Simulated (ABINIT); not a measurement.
Crystal: Ti.

```
Ti
1.0
    -1.64100    1.64100    1.64100
     1.64100   -1.64100    1.64100
     1.64100    1.64100   -1.64100
Ti
1
Direct
  0.00000 0.00000 0.00000
```

This isn't the form of Ti at room conditions, which is hcp.

Base run:

* Program: ABINIT 10.8.3 (patched build)
* Functional: BLYP
* Potentials or basis: JTH PAW PBE v2.0
* Cutoff: 408 eV
* k mesh: 11 × 11 × 11
* Occupations: fermi-dirac, width 0.05 eV
* Spin: no spin polarisation

Its results: band gap on the k mesh none (metal or under the smearing width); pressure 0.1 GPa.

The run is repeated on the same cell with these changes: functional from BLYP to PBEsol. What comes out?

Band gap on the k mesh none (metal or under the smearing width); pressure -6.6 GPa.

PBEsol binds more tightly than BLYP, so the same cell stands under less pressure.

Caveats: the PAW data sets were made with another functional, which shifts forces and pressure a little.
